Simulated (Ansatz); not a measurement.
Here is an Ansatz 0.2.0 calculation.

Contents of input.yaml:

```yaml
crystal:
  lattice:
    - [0.0, 0.0, 3.0287]
    - [3.0287, -3.0287, 0.0]
    - [1.51435, 1.51435, -1.51435]
  atoms:
    - { symbol: V, position: [0.0, 0.0, 0.0], spin: 2.0 }
    - { symbol: V, position: [0.5, 0.5, 0.0], spin: -2.0 }
kpoints:
  mp_grid: { grid: [9, 5, 9] }
scf:
  occupations: { method: fermi_dirac, width: 0.05 }
hamiltonian:
  xc: pbe
  pseudopotentials: { kind: all_electron, lapw: { basis_error: 0.001 } }
  hubbard:
    sites: [{ species: V, l: d, u_eff: 6 }]
    double_counting: fll
    projectors: ortho-atomic
magnetization:
  spin_polarized: true
output:
  forces: true
  stress: true
  eigenvalues: true
  hubbard: {}
```

Potentials or basis: all-electron LAPW, scalar-relativistic.

Launch:

```bash
$ ansatz run input.yaml --threads 2 --pin off --max-ram 6144MiB --backend cpu --events-out ev --progress --plain --runs-dir out
```

Problem. Predict the band gap on the k mesh.

Solution. None (metal or under the smearing width).

Problem. Predict the pressure.

Solution. 55.9 GPa.

Problem. Estimate the net moment.

Solution. 0.00 μB per cell.

Problem. Predict the site moments.

Solution. V +3.15, -3.15 μB.

Stress tensor (GPa, compression positive):
```
51.48  7.76  0.00
 7.76 51.48  0.00
 0.00  0.00 64.69
```

Caveat: the magnetic state may not be the lowest; a pressure of tens of GPa on the cell as given is suspect, and the run, the potentials or the cell itself is likely at fault; the U is typed as a test and isn't derived for this compound. The state reached can hang on the start; a lower one may exist.
